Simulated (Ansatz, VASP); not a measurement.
GePt: VASP beside Ansatz

```
Ge Pt
1.0
     0.00000    2.81387    2.81387
     2.81387    0.00000    2.81387
     2.81387    2.81387    0.00000
Ge Pt
1 1
Direct
  0.00000 0.00000 0.00000
  0.75000 0.75000 0.75000
```

Change from the starting cell: species swapped into the AgO type (F-43m, No. 216).

Alike in both runs: functional PBE; k mesh 6 × 6 × 6; occupations gaussian, width 0.1 eV; no spin polarisation.

Ansatz relaxed the structure, and its values are those at the end. VASP's run is a single point on that final structure, the one shown.

```csv
,VASP,Ansatz
version,VASP 6.6.1,Ansatz 0.2.0
potentials or method,"VASP PAW PBE potentials, release 64 (Ge_d, Pt)","scalar-relativistic, plane waves, PAW"
plane-wave cutoff (eV),520,420
valence electrons in the cell,24,32
```

|  | VASP | Ansatz | Ansatz less VASP |
| --- | --- | --- | --- |
| gap on the k mesh at the Fermi level (eV) | none | none | - |
| pressure (GPa) | 0.1 | 0.1 | -0.02 |

A gap of «none» marks a metal or a gap that the smearing closes. The two sets of potentials don't hold the same shells in valence.

Spin-orbit coupling is left out, which matters for the levels of Pt.
